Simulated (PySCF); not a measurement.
Match the calculated data to a structure.

All candidates are C3H9N.

| technique | computed result |
| --- | --- |
| NMR, other nuclei | isotropic shieldings of nuclei other than C and H, by class: 228 (1 N) ppm [GIAO PBE0/pcSseg-1] |
| 13C NMR | chemical shifts (computed TMS as zero) by class: 51.0 (1 C), 30.6 (1 C), 14.0 (1 C) ppm [GIAO PBE0/pcSseg-1] |
| 1H NMR | chemical shifts (computed TMS as zero) by class: 2.87 (2 H), 1.49 (2 H), 0.99 (3 H), 0.52 (2 H) ppm [GIAO PBE0/pcSseg-1] |
| Dipole | 1.30 D [PBE0/pcSseg-1] |
| Couplings | largest of the computed one-bond spin–spin couplings (means over like bonds): 13C–1H +136.9 (×2), 13C–1H +133.6 (×2), 13C–1H +131.2 (×3), 15N–1H -65.7 (×2), 13C–13C +37.1, 13C–13C +33.9, 15N–13C -4.5 Hz [B3LYP/pcJ-1, spin–dipole term left out for some pairs] |
| Rotational structure | rotational constants A, B, C: 25.140, 3.783, 3.534 GHz [GFN2-xTB] |

The electronic properties come from PySCF, for the isolated species, density fitting. Levels stand in brackets. The structure is a single GFN2-xTB conformer in the gas phase; no vibrational or solvent corrections. NMR values are class means; diastereotopic atoms form classes of their own.

Task: Which candidate is it?
A. `CCCN`
B. `CN(C)C`
C. `CC(C)N`
D. `CCNC`

Result: A. It is `CCCN` (C3H9N). Numbering: `[CH3:1][CH2:2][CH2:3][NH2:4]`. Its formula, C3H9N, gives 0 degrees of unsaturation, so no ring and no π bond. 3 carbons fall into 3 classes; from least to most shielded: sp3 carbon bound to nitrogen [C3] (51.0 ppm), chain CH2 carbon [C2] (30.6 ppm), methyl carbon [C1] (14.0 ppm). Hydrogen classes from least to most shielded: 2 H on an sp3 carbon bound to nitrogen, C3 (2.87 ppm), 2 H on a chain CH2 carbon, C2 (1.49 ppm), 3 H on a methyl carbon, C1 (0.99 ppm), 2 H on a primary amine nitrogen, N4 (0.52 ppm, a mean of values up to 0.6 ppm apart in this geometry). The other shieldings belong to: 228 ppm, primary amine nitrogen [N4]. The couplings run between: +136.9 Hz, sp3 carbon bound to nitrogen [C3] and its hydrogen (with 1 like pair); +133.6 Hz, chain CH2 carbon [C2] and its hydrogen (with 1 like pair); +131.2 Hz, methyl carbon [C1] and its hydrogen (with 2 like pairs); -65.7 Hz, primary amine nitrogen [N4] and its hydrogen (with 1 like pair); +37.1 Hz, chain CH2 carbon [C2] and sp3 carbon bound to nitrogen [C3]; +33.9 Hz, methyl carbon [C1] and chain CH2 carbon [C2]; -4.5 Hz, primary amine nitrogen [N4] and sp3 carbon bound to nitrogen [C3]. By its constants the optimised geometry is an asymmetric top.

The others, at the same levels:
- `CN(C)C` fails: it has 1 carbon class against 3; its computed 13C shifts are 48.9 (3 C) ppm and 1H shifts are 2.13 (9 H) ppm.
- `CC(C)N` fails: it has 2 carbon classes against 3; its computed 13C shifts are 47.2 (1 C), 27.1 (2 C) ppm, 1H shifts are 3.41 (1 H), 1.03 (6 H), 0.70 (2 H) ppm and rotational constant A is 8.421 GHz (against 25.140 GHz).
- `CCNC` (N-ethylmethylamine) fails: its computed 13C shifts are 51.6 (1 C), 40.3 (1 C), 18.3 (1 C) ppm, 1H shifts are 2.63 (3 H), 2.59 (2 H), 1.18 (3 H), -0.46 (1 H) ppm and rotational constant A is 26.253 GHz (against 25.140 GHz).

Each candidate is one conformer, not necessarily the lowest. Dipoles, sizes and rotational constants follow the conformer. The torsions of the flexible species, by atom-mapped SMILES:
- `[CH3:1][CH2:2][CH2:3][NH2:4]`: C1–C2–C3–N4 -175°, H–N4–C3–C2 -62°, H–N4–C3–C2 179°
- `[CH3:1][CH:2]([CH3:3])[NH2:4]`: H–N4–C2–C1 -179°, H–N4–C2–C1 -60°
- `[CH3:1][CH2:2][NH:3][CH3:4]`: C1–C2–N3–C4 178°
